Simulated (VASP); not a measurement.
# HgTe (Coloradoite) (F-43m) in VASP: settings compared

The runs below take HgTe (Coloradoite) through single point, relaxation of cell and atoms, with PBE, PBE0.

Everything below comes from runs of VASP 6.6.1. Logs are shortened: lines on timing, memory, paths and dates and some standing lists are left out, and cuts for length are marked.

## (1) The crystal as given

The structure is cubic, space group F-43m (No. 216). The conventional cell has a = 6.429 Å, b = 6.429 Å, c = 6.429 Å, α = 90.00°, β = 90.00°, γ = 90.00°. Hg (site symmetry -43m) has 4 Te at 2.78 Å as nearest neighbours. Te (site symmetry -43m) has 4 Hg at 2.78 Å as nearest neighbours.

## (2) Single point, PBE

File INCAR:

```
PREC     = Accurate       # precision mode
ENCUT    = 520            # plane-wave cutoff, eV
EDIFF    = 1E-6           # SCF threshold, eV
ISMEAR   = 0              # smearing method
SIGMA    = 0.028999999999999998 # smearing width, eV
LREAL    = F              # projectors in reciprocal space
LASPH    = T              # aspherical terms in the spheres
NELM     = 60             # most SCF steps
ALGO     = Fast           # electronic algorithm
ISIF     = 2              # what is computed and relaxed
LWAVE    = F              # write WAVECAR
LCHARG   = F              # write CHGCAR
GGA      = PE             # functional
NBANDS   = 16             # bands
```

File KPOINTS:

```
Automatic mesh
0
Gamma
  7 7 7
```

File POSCAR:

```
HgTe
1.0
    0.0000000000      3.2145000000      3.2145000000
    3.2145000000      0.0000000000      3.2145000000
    3.2145000000      3.2145000000      0.0000000000
Hg Te
1 1
Direct
    0.0000000000      0.0000000000      0.0000000000
    0.7500000000      0.7500000000      0.7500000000
```

Potentials or basis: VASP PAW PBE potentials, release 64 (Hg, Te).

Run with:

```bash
> cat potpaw_PBE.64/Hg/POTCAR potpaw_PBE.64/Te/POTCAR > POTCAR
> mpirun -np 1 vasp_std > vasp.out
```

OUTCAR:

```text
PREC = Accurate
   ENCUT = 520
   EDIFF = 1E-6
   ISMEAR = 0
   LREAL = F
   LASPH = T
   NELM = 60
   ISIF = 2
   GGA = PE

 ion  position               nearest neighbor table
   1  0.000  0.000  0.000-   2 2.78   2 2.78   2 2.78   2 2.78
   2  0.750  0.750  0.750-   1 2.78   1 2.78   1 2.78   1 2.78

  LATTYP: Found a face centered cubic cell.
 ALAT       =     6.4290000000

  Lattice vectors:

 A1 = (   0.0000000000,   3.2145000000,   3.2145000000)
 A2 = (   3.2145000000,   0.0000000000,   3.2145000000)
 A3 = (   3.2145000000,   3.2145000000,   0.0000000000)

Analysis of symmetry for initial positions (statically):
=====================================================================
 Subroutine PRICEL returns:
 Original cell was already a primitive cell.

 Routine SETGRP: Setting up the symmetry group for a
 face centered cubic supercell.

 Subroutine GETGRP returns: Found 24 space group operations
 (whereof 24 operations were pure point group operations)
 out of a pool of 48 trial point group operations.

The static configuration has the point symmetry T_d .

Analysis of symmetry for dynamics (positions and initial velocities):
=====================================================================
 Subroutine PRICEL returns:
 Original cell was already a primitive cell.

 Routine SETGRP: Setting up the symmetry group for a
 face centered cubic supercell.

 Subroutine GETGRP returns: Found 24 space group operations
 (whereof 24 operations were pure point group operations)
 out of a pool of 48 trial point group operations.

The dynamic configuration has the point symmetry T_d .

 Subroutine INISYM returns: Found 24 space group operations
 (whereof 24 operations are pure point group operations),
 and found     1 'primitive' translations

----------------------------------------------------------------------------------------

                                     Primitive cell

  volume of cell :      66.4309

  direct lattice vectors                    reciprocal lattice vectors
     0.000000000  3.214500000  3.214500000    -0.155545186  0.155545186  0.155545186
     3.214500000  0.000000000  3.214500000     0.155545186 -0.155545186  0.155545186
     3.214500000  3.214500000  0.000000000     0.155545186  0.155545186 -0.155545186

  length of vectors
     4.545989496  4.545989496  4.545989496     0.269412165  0.269412165  0.269412165

  position of ions in fractional coordinates (direct lattice)
     0.000000000  0.000000000  0.000000000
     0.750000000  0.750000000  0.750000000

  ion indices of the primitive-cell ions
   primitive index   ion index
                 1           1
                 2           2

----------------------------------------------------------------------------------------

 KPOINTS: Automatic mesh

Automatic generation of k-mesh.
 Grid dimensions read from file:
 generate k-points for:    7    7    7

 Generating k-lattice:

  Cartesian coordinates                     Fractional coordinates (reciprocal lattice)
    -0.022220741  0.022220741  0.022220741     0.142857143  0.000000000  0.000000000
     0.022220741 -0.022220741  0.022220741     0.000000000  0.142857143  0.000000000
     0.022220741  0.022220741 -0.022220741     0.000000000  0.000000000  0.142857143

  Length of vectors
     0.038487452  0.038487452  0.038487452

  Shift w.r.t. Gamma in fractional coordinates (k-lattice)
     0.000000000  0.000000000  0.000000000

 Subroutine IBZKPT returns following result:
 ===========================================

 Found     20 irreducible k-points:

 Following reciprocal coordinates:
            Coordinates               Weight
  0.000000  0.000000  0.000000      1.000000
  0.142857  0.000000  0.000000      8.000000
  0.285714  0.000000  0.000000      8.000000
  0.428571  0.000000  0.000000      8.000000
  0.142857  0.142857  0.000000      6.000000
  0.285714  0.142857  0.000000     24.000000
[... 12 lines left out ...]
 -0.428571  0.428571  0.142857     24.000000
 -0.285714  0.428571  0.142857     24.000000
   k-points           NKPTS =     20   k-points in BZ     NKDIM =     20   number of bands    NBANDS=     16
   number of dos      NEDOS =    301   number of ions     NIONS =      2
   total plane-waves  NPLWV =  46656
   dimension x,y,z NGX =    36 NGY =   36 NGZ =   36
   dimension x,y,z NGXF=    72 NGYF=   72 NGZF=   72
   ions per type =               1   1
   NGX,Y,Z   is equivalent  to a cutoff of  13.17, 13.17, 13.17 a.u.
   NGXF,Y,Z  is equivalent  to a cutoff of  26.33, 26.33, 26.33 a.u.
 SYSTEM =  unknown system
   PREC   = accura    normal or accurate (medium, high low for compatibility)
   ISTART =      0    job   : 0-new  1-cont  2-samecut
   ICHARG =      2    charge: 1-file 2-atom 10-const
   ISPIN  =      1    spin polarized calculation?
   LNONCOLLINEAR =      F non collinear calculations
   LSORBIT =      F    spin-orbit coupling
   LASPH  =      T    aspherical Exc in radial PAW
   ENCUT  =  520.0 eV  38.22 Ry    6.18 a.u.   8.45  8.45  8.45*2*pi/ulx,y,z
   NELM   =     60;   NELMIN=  2; NELMDL= -5     # of ELM steps
   EDIFF  = 0.1E-05   stopping-criterion for ELM
   LREAL  =      F    real-space projection
   EDIFFG = 0.1E-04   stopping-criterion for IOM
   NSW    =      0    number of steps for IOM
   IBRION =     -1    ionic relax: 0-MD 1-quasi-New 2-CG
   NFREE  =      0    steps in history (QN), initial steepest desc. (CG)
   ISIF   =      2    stress and relaxation
   ISYM   =      2    0-nonsym 1-usesym 2-fastsym
   POTIM  = 0.5000    time-step for ionic-motion
   TEBEG  =    0.0;   TEEND  =   0.0 temperature during run
   PSTRESS=    0.0 pullay stress
   NELECT =      18.0000    total number of electrons
   NUPDOWN=      -1.0000    fix difference up-down
   EMIN   =  10.00;   EMAX   =-10.00  energy-range for DOS
   EFERMI =   0.00;   METHOD = LEGACY
   ISMEAR =     0;   SIGMA  =   0.03  broadening in eV -4-tet -1-fermi 0-gaus
   EFERMI_NEDOS =   21; number of points for ismear=-14 and -15
   IALGO  =     68    algorithm
   IMIX   =      4    mixing-type and parameters
     AMIX     =   0.40;   BMIX     =  1.00
     AMIX_MAG =   1.60;   BMIX_MAG =  1.00
  volume/ion in A,a.u.               =      33.22       224.15
  Fermi-wavevector in a.u.,A,eV,Ry     =   1.059357  2.001894 15.268958  1.122237
  Thomas-Fermi vector in A             =   2.194699
   LORBIT       =      0    0 simple, 1 ext, 2 COOP (PROOUT), +10 PAW based schemes
   GGA     = PE    functional components
   LHFCALC =     F    Hartree Fock is set to
   AEXX    =    0.0000 exact exchange contribution
   IVDW    =     0    specifies the selected vdW correction
   LEPSILON=     F    determine dielectric tensor
   LRPA    =     F    only Hartree local field effects (RPA)
 non-spin polarized calculation
 RMM-DIIS sequential band-by-band and
 Gauss-broadening in eV      SIGMA  =   0.03
  energy-cutoff  :      520.00
  volume of cell :       66.43
 maximum number of plane-waves:      1808
 NGX is ok and might be reduce to    36
   NGX = 17   NGY = 17   NGZ = 17

 number of electron      18.0000000 magnetization

 Free energy of the ion-electron system (eV)
  ---------------------------------------------------
  ext. energy  EPLUGINS =         0.00000000
  ---------------------------------------------------
  free energy    TOTEN  =        -3.55131557 eV

  energy without entropy =       -3.55118515  energy(sigma->0) =       -3.55125036

 E-fermi :   3.2837     XC(G=0):  -8.8173

 val. band max:        3.2748264326   @ k =   0.0000   0.0000   0.0000
 cond. band min:       4.0011656998   @ k =   0.4286   0.0000   0.0000
 fundamental gap:      0.7263392671
 Fermi energy:         3.2836589590

 k-point     1 :       0.0000    0.0000    0.0000
  band No.  band energies     occupation
      1      -8.8314      2.00000
      2      -4.1789      2.00000
      3      -4.1789      2.00000
      4      -4.1789      2.00000
      5      -3.6292      2.00000
      6      -3.6292      2.00000
[... 8 lines left out ...]
     15      12.8492      0.00000
     16      12.8509      0.00000

 k-point     2 :       0.1429    0.0000    0.0000
  band No.  band energies     occupation
      1      -8.7286      2.00000
      2      -4.1505      2.00000
      3      -4.1505      2.00000
      4      -4.1401      2.00000
      5      -3.6319      2.00000
      6      -3.6319      2.00000
[... 8 lines left out ...]
     15      11.9290      0.00000
     16      11.9290      0.00000

 k-point     3 :       0.2857    0.0000    0.0000
  band No.  band energies     occupation
      1      -8.4834      2.00000
      2      -4.0928      2.00000
      3      -4.0928      2.00000
      4      -3.9502      2.00000
      5      -3.6279      2.00000
      6      -3.6279      2.00000
[... 8 lines left out ...]
     15      11.8929      0.00000
     16      11.8929      0.00000

 k-point     4 :       0.4286    0.0000    0.0000
  band No.  band energies     occupation
      1      -8.2716      2.00000
      2      -4.0559      2.00000
      3      -4.0559      2.00000
      4      -3.6111      2.00000
      5      -3.6111      2.00000
      6      -3.4880      2.00000
[... 8 lines left out ...]
     15      12.9491      0.00000
     16      12.9491      0.00000
[... 248 lines left out ...]
 k-point    18 :      -0.4286    0.2857    0.1429
  band No.  band energies     occupation
      1      -8.1395      2.00000
      2      -3.9991      2.00000
      3      -3.9669      2.00000
      4      -3.7061      2.00000
      5      -3.6174      2.00000
      6      -3.3176      2.00000
[... 8 lines left out ...]
     15      13.1897      0.00000
     16      13.8742      0.00000

 k-point    19 :      -0.4286    0.4286    0.1429
  band No.  band energies     occupation
      1      -8.0675      2.00000
      2      -3.9734      2.00000
      3      -3.8971      2.00000
      4      -3.7839      2.00000
      5      -3.5958      2.00000
      6      -3.2095      2.00000
[... 8 lines left out ...]
     15      14.0106      0.00000
     16      14.4390      0.00000

 k-point    20 :      -0.2857    0.4286    0.1429
  band No.  band energies     occupation
      1      -8.0494      2.00000
      2      -3.9651      2.00000
      3      -3.9073      2.00000
      4      -3.6999      2.00000
      5      -3.6430      2.00000
      6      -3.0518      2.00000
[... 8 lines left out ...]
     15      13.3842      0.00000
     16      15.1724      0.00000

------------------------ aborting loop because EDIFF is reached ----------------------------------------

  FORCE on cell =-STRESS in cart. coord.  units (eV):
  Direction    XX          YY          ZZ          XY          YZ          ZX
  --------------------------------------------------------------------------------------
  -------------------------------------------------------------------------------------
  Total        1.9191711      1.9191711      1.9191711     -0.0000000     -0.0000000     -0.0000000
  in kB       46.2864621     46.2864621     46.2864621     -0.0000000     -0.0000000     -0.0000000
  external PRESSURE =      46.2864621 kB  Pullay stress =       0.0000000 kB

 VOLUME and BASIS-vectors are now :
 -----------------------------------------------------------------------------
  energy-cutoff  :      520.00
  volume of cell :       66.43
      direct lattice vectors                 reciprocal lattice vectors
     0.000000000  3.214500000  3.214500000    -0.155545186  0.155545186  0.155545186
     3.214500000  0.000000000  3.214500000     0.155545186 -0.155545186  0.155545186
     3.214500000  3.214500000  0.000000000     0.155545186  0.155545186 -0.155545186

 POSITION                                       TOTAL-FORCE (eV/Angst)
 -----------------------------------------------------------------------------------
      0.00000      0.00000      0.00000        -0.000000     -0.000000     -0.000000
      4.82175      4.82175      4.82175         0.000000      0.000000      0.000000
 -----------------------------------------------------------------------------------
    total drift:                                0.000000      0.000000      0.000000

  FREE ENERGIE OF THE ION-ELECTRON SYSTEM (eV)
  ---------------------------------------------------
  free  energy   TOTEN  =        -3.5513155725 eV

  energy  without entropy=       -3.5511851467  energy(sigma->0) =       -3.55125036
```

It took 23 s on 1 thread of Intel Xeon Platinum 8375C at 2.90GHz (Ice Lake), shared host; peak memory 0.21 GiB.

Results:

| Quantity | Value |
| --- | --- |
| Free energy | -3.5513 eV |
| Pressure | 4.6 GPa |
| Band gap on the k mesh | none (metal or under the smearing width) |

(Continued in part 2 of 2.)
